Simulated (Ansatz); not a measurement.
Crystal: Bi2Se3 (Paraguanajuatite).

```
Bi Se
1.0
     2.07150    1.19598    9.54533
    -2.07150    1.19598    9.54533
     0.00000   -2.39196    9.54533
Bi Se
2 3
Direct
  0.59920 0.59920 0.59920
  0.40080 0.40080 0.40080
  0.78830 0.78830 0.78830
  0.21170 0.21170 0.21170
  0.00000 0.00000 0.00000
```

- Program: Ansatz 0.2.0
- Task: relaxation of cell and atoms
- Functional: PBEsol
- Dispersion: D3(BJ)
- Potentials or basis: Ansatz PAW
- Cutoff: 420 eV (not typed: the program's choice for these potentials)
- k mesh: 8 × 8 × 8
- Occupations: fermi-dirac, width 0.05 eV
- Spin: no spin polarisation

At the start: volume 28.38 Å³/atom.

Problem. How do energy, volume and symmetry change on relaxing?

Solution. It ends after 7 steps and the volume is 26.60 Å³/atom (-6.3 %); space group R-3m (No. 166, to 0.05 Å).

The path:
| step | energy change (eV) | largest force (eV/Å) | volume (Å³) |
| --- | --- | --- | --- |
| 1 | 0.0000 | 0.1519 | 141.89 |
| 2 | -0.0381 | 0.2240 | 129.79 |
| 3 | -0.0774 | 0.0390 | 133.53 |
| 4 | -0.0794 | 0.0145 | 133.09 |
| 5 | -0.0794 | 0.0228 | 133.04 |
| 6 | -0.0795 | 0.0005 | 132.99 |
| 7 | -0.0781 | 0.0007 | 132.99 |

Final structure:
```cif
data_structure
_symmetry_space_group_name_H-M 'P 1'
_symmetry_Int_Tables_number 1
_cell_length_a 9.5142
_cell_length_b 9.5142
_cell_length_c 9.5142
_cell_angle_alpha 24.773
_cell_angle_beta 24.773
_cell_angle_gamma 24.773
_cell_volume 132.99
loop_
_atom_site_label
_atom_site_type_symbol
_atom_site_fract_x
_atom_site_fract_y
_atom_site_fract_z
_atom_site_occupancy
Bi1 Bi 0.59813 0.59813 0.59813 1
Bi2 Bi 0.40187 0.40187 0.40187 1
Se1 Se 0.79222 0.79222 0.79222 1
Se2 Se 0.20778 0.20778 0.20778 1
Se3 Se 0.00000 0.00000 0.00000 1
```

Caveat: the plane-wave basis is chosen anew once the cell has moved, so the energies of steps on either side of that aren't comparable; the PAW data sets come from PBE, with cores solved anew for the run's functional, which leaves a small shift of forces and pressure.
